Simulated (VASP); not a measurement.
# Re (Fm-3m) in VASP: a series of runs, part 2 of 2

VASP 6.6.1. The steps go on from the part before.

**4. Relaxation of cell and atoms, r2SCAN**

The input, INCAR:

```
ALGO = Normal
EDIFF = 1E-7
EDIFFG = -0.02
ENCUT = 600
IBRION = 2
ISIF = 3
ISMEAR = 1
LASPH = True
LCHARG = False
LMIXTAU = True
LREAL = False
LWAVE = False
METAGGA = R2SCAN
NELM = 100
NSW = 40
PREC = Accurate
SIGMA = 0.1
```

The input, KPOINTS:

```
k-points
0
Gamma
  12 12 12
```

The input, POSCAR:

```
Re
1.0
    0.0000000000      1.9750000000      1.9750000000
    1.9750000000      0.0000000000      1.9750000000
    1.9750000000      1.9750000000      0.0000000000
Re
1
Direct
    0.0000000000      0.0000000000      0.0000000000
```

Potentials or basis: VASP PAW PBE potentials, release 64 (Re).

Launch:

```sh
> cat potpaw_PBE.64/Re/POTCAR > POTCAR
> mpirun -np 1 vasp_std > vasp.out
```

OUTCAR:

```text
EDIFF = 1E-7
   EDIFFG = -0.02
   ENCUT = 600
   IBRION = 2
   ISIF = 3
   ISMEAR = 1
   LASPH = True
   LREAL = False
   METAGGA = R2SCAN
   NELM = 100
   NSW = 40
   PREC = Accurate

 ion  position               nearest neighbor table
   1  0.000  0.000  0.000-

  LATTYP: Found a face centered cubic cell.
 ALAT       =     3.9500000000

  Lattice vectors:

 A1 = (   0.0000000000,   1.9750000000,   1.9750000000)
 A2 = (   1.9750000000,   0.0000000000,   1.9750000000)
 A3 = (   1.9750000000,   1.9750000000,   0.0000000000)

Analysis of symmetry for initial positions (statically):
=====================================================================
 Subroutine PRICEL returns:
 Original cell was already a primitive cell.

 Routine SETGRP: Setting up the symmetry group for a
 face centered cubic supercell.

 Subroutine GETGRP returns: Found 48 space group operations
 (whereof 48 operations were pure point group operations)
 out of a pool of 48 trial point group operations.

The static configuration has the point symmetry O_h .

Analysis of symmetry for dynamics (positions and initial velocities):
=====================================================================
 Subroutine PRICEL returns:
 Original cell was already a primitive cell.

 Routine SETGRP: Setting up the symmetry group for a
 face centered cubic supercell.

 Subroutine GETGRP returns: Found 48 space group operations
 (whereof 48 operations were pure point group operations)
 out of a pool of 48 trial point group operations.

The dynamic configuration has the point symmetry O_h .

 Subroutine INISYM returns: Found 48 space group operations
 (whereof 48 operations are pure point group operations),
 and found     1 'primitive' translations

----------------------------------------------------------------------------------------

                                     Primitive cell

  volume of cell :      15.4075

  direct lattice vectors                    reciprocal lattice vectors
     0.000000000  1.975000000  1.975000000    -0.253164557  0.253164557  0.253164557
[... 114 lines left out ...]
   LRPA    =     F    only Hartree local field effects (RPA)
 conjugate gradient relaxation of ions
 non-spin polarized calculation
 Methfessel and Paxton  Order N= 1 SIGMA  =   0.10
  energy-cutoff  :      600.00
  volume of cell :       15.41
 maximum number of plane-waves:       532
 NGX is ok and might be reduce to    24
   NGX = 11   NGY = 11   NGZ = 11

--------------------------------------- Ionic step        1  -------------------------------------------

 number of electron       7.0000000 magnetization

 Free energy of the ion-electron system (eV)
  ---------------------------------------------------
  ext. energy  EPLUGINS =         0.00000000
  ---------------------------------------------------
  free energy    TOTEN  =       -52.36251783 eV

  energy without entropy =      -52.36276959  energy(sigma->0) =      -52.36260175

------------------------ aborting loop because EDIFF is reached ----------------------------------------

  FORCE on cell =-STRESS in cart. coord.  units (eV):
  Direction    XX          YY          ZZ          XY          YZ          ZX
  --------------------------------------------------------------------------------------
  -------------------------------------------------------------------------------------
  Total       -1.4920578     -1.4920578     -1.4920578      0.0000000      0.0000000     -0.0000000
  in kB     -155.1547018   -155.1547018   -155.1547018      0.0000000      0.0000000     -0.0000000
  external PRESSURE =    -155.1547018 kB  Pullay stress =       0.0000000 kB
[... 22 lines left out ...]
--------------------------------------- Ionic step        2  -------------------------------------------

 number of electron       7.0000000 magnetization

 E-fermi :  10.4210     XC(G=0): -16.1245

 val. band max:       10.4198174126   @ k =   0.2500   0.1667   0.0833
 cond. band min:      10.6076036343   @ k =   0.5000   0.2500   0.0000
 fundamental gap:      0.1877862218
 Fermi energy:        10.4209906862

 k-point     1 :       0.0000    0.0000    0.0000
  band No.  band energies     occupation
      1      -1.5192      2.00000
      2       7.7558      2.00000
      3       7.7558      2.00000
      4       7.7558      2.00000
      5      12.1534     -0.00000
      6      12.1534     -0.00000
      7      24.9757      0.00000
[... 334 lines left out ...]
--------------------------------------- Ionic step        5  -------------------------------------------

 number of electron       7.0000000 magnetization

 Free energy of the ion-electron system (eV)
  ---------------------------------------------------
  ext. energy  EPLUGINS =         0.00000000
  ---------------------------------------------------
  free energy    TOTEN  =       -52.39540223 eV

  energy without entropy =      -52.39565428  energy(sigma->0) =      -52.39548625

 E-fermi :   7.9313     XC(G=0): -14.9785

 val. band max:        7.8751835817   @ k =  -0.4167   0.2500   0.0000
 cond. band min:       7.9788402646   @ k =  -0.1667   0.2500   0.0833
 fundamental gap:      0.1036566829
 Fermi energy:         7.9312993736

 k-point     1 :       0.0000    0.0000    0.0000
  band No.  band energies     occupation
      1      -2.6790      2.00000
      2       5.9281      2.00000
      3       5.9281      2.00000
      4       5.9281      2.00000
      5       9.3167     -0.00000
      6       9.3167     -0.00000
      7      22.4520      0.00000
[... 258 lines left out ...]
  FREE ENERGIE OF THE ION-ELECTRON SYSTEM (eV)
  ---------------------------------------------------
  free  energy   TOTEN  =       -52.3954022312 eV

  energy  without entropy=      -52.3956542782  energy(sigma->0) =      -52.39548625

 reached required accuracy - stopping structural energy minimisation
```

CONTCAR:

```text
Re
   1.00000000000000
    -0.0000000000000000    1.9467249925655583    1.9467249925655583
     1.9467249925655583    0.0000000000000000    1.9467249925655583
     1.9467249925655583    1.9467249925655583   -0.0000000000000000
  Re
     1
Direct
     0.0000000000000000    0.0000000000000000    0.0000000000000000

  0.00000000E+00  0.00000000E+00  0.00000000E+00
```

Wall time 65 s (1 thread of Intel Xeon 6975P-C (Granite Rapids), shared host); peak memory 0.16 GiB.

Results:

| Item | Value |
| --- | --- |
| Free energy | -52.3954 eV |
| Relaxed volume | 14.76 Å³/atom |
| Relaxed cell | a = 2.753 Å, b = 2.753 Å, c = 2.753 Å, α = 60.00°, β = 60.00°, γ = 60.00° |
| Space group after relaxing (to 0.05 Å) | Fm-3m (No. 225) |
| Energy gained by relaxing | 32.9 meV/atom |
| Ionic steps | 5 |
| Pressure after relaxing | 0.0 GPa |
| Band gap on the k mesh | none (metal or under the smearing width) |

The path:
```tsv
step	energy change (eV)	largest force (eV/Å)	pressure (GPa)	volume (Å³)
1	0.0000	0.0000	-15.52	15.41
2	0.6538	0.0000	105.85	12.31
3	-0.0326	0.0000	-1.39	14.81
4	-0.0329	0.0000	-0.29	14.77
5	-0.0329	0.0000	0.04	14.76
```

Final structure:
```yaml
crystal:
  lattice:
    - [0.00000, 1.94672, 1.94672]
    - [1.94672, 0.00000, 1.94672]
    - [1.94672, 1.94672, 0.00000]
  atoms:
    - { symbol: Re, position: [0.00000, 0.00000, 0.00000] }
```

Caveat: the PAW data sets were made with another functional, which shifts forces and pressure a little. The run has no spin-orbit coupling, so splittings on Re are missing.

**5. Overview**

| task | level | potentials or basis | U | cell | cutoff (eV) | smearing | target pressure | other keys | gap on the mesh (eV) | pressure (GPa) |
| --- | --- | --- | --- | --- | --- | --- | --- | --- | --- | --- |
| single point | PBE | VASP PAW PBE potentials, release 64 (Re) | - | as given | 500 | gaussian 0.05 eV | - | - | none | -9.8 |
| relaxation of cell and atoms | LDA+U | VASP PAW LDA potentials, release 64 (Re_pv) | Re d U = 5 eV | relaxed to 1 GPa | 600 | gaussian 0.01 eV | 1 GPa | PSTRESS = 10 | none | 1.0 |
| relaxation of cell and atoms | r2SCAN | VASP PAW PBE potentials, release 64 (Re) | - | relaxed | 600 | methfessel-paxton 0.1 eV | - | - | none | 0.0 |

Alike in all rows: no spin polarisation; k mesh 12 × 12 × 12.

Caveats: the cell is relaxed towards a set pressure, so the enthalpy falls and the energy may rise (some runs); U without spin polarisation on a metal has little footing (some runs); the U is typed as a test and isn't derived for this compound (some runs); the PAW data sets were made with another functional, which shifts forces and pressure a little (some runs).

Absolute energies hang on the potentials; compare differences alone.
